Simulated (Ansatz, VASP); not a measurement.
# One calculation of SnO2, two programs

```xyz
3
Lattice="0.0000 2.5461 2.5461 2.5461 0.0000 2.5461 2.5461 2.5461 0.0000" Properties=species:S:1:pos:R:3 pbc="T T T"
Sn    0.0000    0.0000    0.0000
O     1.2730    1.2730    1.2730
O     3.8191    3.8191    3.8191
```

Alike in both runs: task single point; functional PBE; k mesh 8 × 8 × 8; no spin polarisation.

|  | VASP | Ansatz |
| --- | --- | --- |
| version | VASP 6.6.1 | Ansatz 0.2.0 |
| potentials or method | VASP PAW PBE potentials, release 64 (Sn_d, O) | plane waves, PAW |
| plane-wave cutoff (eV) | 520 | 420 |
| occupations | gaussian, width 0.01 eV | fixed |
| valence electrons in the cell | 26 | 26 |

```csv
,VASP,Ansatz,Ansatz less VASP
gap on the k mesh at the Fermi level (eV),0.13,0.14,+0.008
pressure (GPa),6.6,6.0,-0.67
```

Caveats: spin-orbit coupling is left out, which moves the levels of the heavy elements.
